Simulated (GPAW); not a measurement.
Crystal: WC (Qusongite).

```
W C
1.0
     2.90650    0.00000    0.00000
    -1.45325    2.51710    0.00000
     0.00000    0.00000    2.83660
W C
1 1
Direct
  0.00000 0.00000 0.00000
  0.66667 0.33333 0.50000
```

```yaml
Program: GPAW 26.7.0
Task: relaxation of cell and atoms
Functional: PBE
Potentials_or_basis: GPAW PAW data sets (gpaw-data 1.2.1)
Cutoff: 800 eV
Basis: pw
k_mesh: 7 × 7 × 7
Occupations: fermi-dirac, width 0.05 eV
Spin: no spin polarisation
```

At the start: pressure 5.7 GPa; volume 10.38 Å³/atom.

**Question.** How do energy, volume and symmetry change on relaxing?

**Answer.** Over 4 steps the energy falls by 2.8 meV/atom and the volume is 10.53 Å³/atom (+1.4 %); space group P-6m2 (No. 187, to 0.05 Å).

The path:
| step | energy change (eV) | largest force (eV/Å) | pressure (GPa) | volume (Å³) |
| --- | --- | --- | --- | --- |
| 1 | 0.0000 | 0.0000 | 5.71 | 20.75 |
| 2 | -0.0045 | 0.0000 | 2.48 | 20.92 |
| 3 | -0.0056 | 0.0000 | 0.04 | 21.05 |
| 4 | -0.0057 | 0.0000 | -0.01 | 21.05 |

Final structure:
```yaml
crystal:
  lattice:
    - [2.92098, 0.00000, 0.00000]
    - [-1.46049, 2.52964, 0.00000]
    - [0.00000, 0.00000, 2.84900]
  atoms:
    - { symbol: W, position: [0.00000, 0.00000, 0.00000] }
    - { symbol: C, position: [0.66667, 0.33333, 0.50000] }
```

Caveat: later steps reuse the first step's grids.
